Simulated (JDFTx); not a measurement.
A run of JDFTx 1.7.0 (patched build):

Sr.in

```
lattice \
    0.0000000000     5.7492082753     5.7492082753 \
    5.7492082753     0.0000000000     5.7492082753 \
    5.7492082753     5.7492082753     0.0000000000
coords-type Cartesian
ion Sr     0.0000000000     0.0000000000     0.0000000000 1

ion-species pseudo/Sr.upf
elec-cutoff 40
elec-ex-corr gga-x-pbe-r gga-c-pbe
kpoint-folding 4 4 4
elec-smearing Fermi 0.0018374661
elec-n-bands 10
electronic-SCF nIterations 100 energyDiffThreshold 1e-09
electronic-minimize nIterations 30 energyDiffThreshold 1e-7
forces-output-coords Cartesian
lattice-minimize nIterations 40 energyDiffThreshold 1e-6

dump-name run.$VAR
dump End Ecomponents EigStats BandEigs Kpoints Forces Stress ElecDensity KEdensity
```

Potentials or basis: SG15-PBE-1.2 with smoothed tails.

The run is started by

```console
$ jdftx -c 1 -i Sr.in -o Sr.out
```

Hardware: 1 thread of Arm Neoverse V1 (shared host).

**Question.** How long does it take, and how much memory?

**Answer.** Run time: 84 s on 1 thread of Arm Neoverse V1 (shared host), peak memory 0.07 GiB. Counts: scf iterations 70, bands 10, k points 8, plane waves 4595, ion steps 5.
